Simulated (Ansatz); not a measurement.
## Computed energy against volume: ZnTe (zinc blende)

ZnTe (zinc blende)

```xyz
2
Lattice="0.0000 3.0895 3.0895 3.0895 0.0000 3.0895 3.0895 3.0895 0.0000" Properties=species:S:1:pos:R:3 pbc="T T T"
Te     4.6343     4.6343     4.6343
Zn     0.0000     0.0000     0.0000
```

Equation-of-state scan: isotropic scaling of the cell above, V₀ being its volume. Symmetry pins the atoms to their sites.

All values below come from PBE (plane waves to 420 eV, PAW, scalar-relativistic; Ansatz, a first-principles code). k mesh 9×9×9 (Γ-centred), Fermi-Dirac smearing 0.05 eV. E stands for the smeared free energy. Stress and pressure are positive under compression. Spin-orbit coupling is left out, though Te is heavy. ZnTe was relaxed with its symmetry unable to fall. The zero of ΔE is the relaxed starting cell.

```json
[
 {"a (Å)": "6.0530", "ΔE (kJ/mol of atoms)": "1.56", "P (GPa)": "3.10"},
 {"a (Å)": "6.0743", "ΔE (kJ/mol of atoms)": "1.06", "P (GPa)": "2.50"},
 {"a (Å)": "6.0956", "ΔE (kJ/mol of atoms)": "0.67", "P (GPa)": "1.95"},
 {"a (Å)": "6.1167", "ΔE (kJ/mol of atoms)": "0.37", "P (GPa)": "1.42"},
 {"a (Å)": "6.1376", "ΔE (kJ/mol of atoms)": "0.16", "P (GPa)": "0.92"},
 {"a (Å)": "6.1584", "ΔE (kJ/mol of atoms)": "0.04", "P (GPa)": "0.45"},
 {"a (Å)": "6.1791", "ΔE (kJ/mol of atoms)": "0.00", "P (GPa)": "0.00"},
 {"a (Å)": "6.1996", "ΔE (kJ/mol of atoms)": "0.04", "P (GPa)": "-0.42"},
 {"a (Å)": "6.2200", "ΔE (kJ/mol of atoms)": "0.15", "P (GPa)": "-0.81"},
 {"a (Å)": "6.2403", "ΔE (kJ/mol of atoms)": "0.33", "P (GPa)": "-1.19"},
 {"a (Å)": "6.2604", "ΔE (kJ/mol of atoms)": "0.57", "P (GPa)": "-1.55"},
 {"a (Å)": "6.2804", "ΔE (kJ/mol of atoms)": "0.87", "P (GPa)": "-1.88"},
 {"a (Å)": "6.3003", "ΔE (kJ/mol of atoms)": "1.24", "P (GPa)": "-2.20"}
]
```

Derived quantities:

```yaml
pressure_at_the_smallest_volume: 3.10 GPa
energy_cost_of_the_largest_compression: 16.1 meV/atom
energy_cost_of_the_largest_expansion: 12.8 meV/atom
Bulk modulus B₀ (third-order Birch-Murnaghan fit): 43.3 GPa
Pressure derivative B₀′ (fit): 4.7
equilibrium_volume_of_the_fit: 29.49 Å³/atom
Pressure for 5 % compression (fit): 2.5 GPa
```

The 13 points together took very roughly 40 core-seconds.

(Under strain, the slope of the energy per volume gives the stress and its curvature an elastic modulus.)
